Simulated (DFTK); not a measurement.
Sb:

```
CELL_PARAMETERS angstrom
-1.87134 1.87134 1.87134
1.87134 -1.87134 1.87134
1.87134 1.87134 -1.87134
ATOMIC_POSITIONS crystal
Sb 0.00000 0.00000 0.00000
```

This isn't the form of Sb at room conditions, which is rhombohedral.

| Item | Value |
| --- | --- |
| Program | DFTK 0.8.2 |
| Task | relaxation of cell and atoms |
| Functional | PBE |
| Potentials or basis | dojo.nc.sr.pbe.v0_4_1.standard.upf (PBE) |
| Cutoff | 1252 eV |
| k mesh | 7 × 7 × 7 |
| Occupations | fermi-dirac, width 0.05 eV |
| Spin | no spin polarisation |

At the start: pressure 2.5 GPa; volume 26.21 Å³/atom.

How do energy, volume and symmetry change on relaxing?

Over 4 steps the energy falls by 9.4 meV/atom and the volume is 27.50 Å³/atom (+4.9 %); space group Im-3m (No. 229, to 0.05 Å).

The path:
| step | energy change (eV) | largest force (eV/Å) | pressure (GPa) | volume (Å³) |
| --- | --- | --- | --- | --- |
| 1 | 0.0000 | 0.0000 | 2.46 | 26.21 |
| 2 | -0.0054 | 0.0000 | 1.54 | 26.65 |
| 3 | -0.0093 | 0.0000 | 0.18 | 27.40 |
| 4 | -0.0094 | 0.0000 | 0.01 | 27.50 |

Final structure:
```
CELL_PARAMETERS angstrom
-1.90157 1.90157 1.90157
1.90157 -1.90157 1.90157
1.90157 1.90157 -1.90157
ATOMIC_POSITIONS crystal
Sb 0.00000 0.00000 0.00000
```
